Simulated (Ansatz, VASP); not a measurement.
**Two plane-wave programs on MoS2**

The input INCAR:

```
ALGO     = Normal         # electronic algorithm
EDIFF    = 1E-7           # SCF threshold, eV
ENCUT    = 520            # plane-wave cutoff, eV
GGA      = PS             # functional
ISIF     = 2              # what is computed and relaxed
ISMEAR   = -1             # smearing method
LASPH    = T              # aspherical terms in the spheres
LCHARG   = F              # write CHGCAR
LREAL    = F              # projectors in reciprocal space
LWAVE    = F              # write WAVECAR
NBANDS   = 20             # bands
NELM     = 60             # most SCF steps
PREC     = Accurate       # precision mode
SIGMA    = 0.05           # smearing width, eV
```

The input KPOINTS:

```
k-points
0
Gamma
  10 10 2
```

POSCAR

```
MoS2
1.0
    3.2260272831      0.0000000000      0.0000000000
   -1.6130136416      2.7938215805      0.0000000000
    0.0000000000      0.0000000000     17.5627129508
Mo S
1 2
Direct
    0.0000000000      0.0000000000      0.0000000000
    0.3333333333      0.6666666667      0.9105070200
    0.3333333333      0.6666666667      0.0894929800
```

The input input.yaml:

```yaml
crystal:
  lattice:
    - [3.2260272831, 0.0, 0.0]
    - [-1.6130136416, 2.7938215805, 0.0]
    - [0.0, 0.0, 17.5627129508]
  atoms:
    - { symbol: Mo, position: [0.0, 0.0, 0.0] }
    - { symbol: S, position: [0.3333333333, 0.6666666667, 0.91050702] }
    - { symbol: S, position: [0.3333333333, 0.6666666667, 0.08949298] }
hamiltonian:
  xc: pbesol
  pseudopotentials: { kind: paw }
kpoints:
  mp_grid: { grid: [10, 10, 2] }
scf:
  occupations: { method: fermi_dirac, width: 0.05 }
output:
  forces: true
  stress: true
  eigenvalues: true
```

Change from the starting cell: volume scaled by 1.04.

Alike in both runs: task single point; functional PBEsol; k mesh 10 × 10 × 2; occupations fermi-dirac, width 0.05 eV; no spin polarisation.

|  | VASP | Ansatz |
| --- | --- | --- |
| version | VASP 6.6.1 | Ansatz 0.2.0 |
| potentials or method | VASP PAW PBE potentials, release 64 (Mo_sv, S) | Ansatz PAW |
| plane-wave cutoff (eV) | 520 | 420 |
| valence electrons in the cell | 26 | 26 |

```csv
,VASP,Ansatz,Ansatz less VASP
gap on the k mesh at the Fermi level (eV),1.64,1.63,-0.010
least direct gap on the mesh (eV),1.83,1.82,-0.004
rms of the force components (eV/Å),0.354,0.356,+0.0019
```

Atom by atom the forces differ by 0.002 eV/Å (rms over components). The functional is the same, so the differences come from potentials, cutoffs and numerics.

Caveats: the PAW data sets were made with another functional, which shifts forces and pressure a little (VASP); the PAW data sets come from PBE, with cores solved anew for the run's functional, which leaves a small shift of forces and pressure (Ansatz).
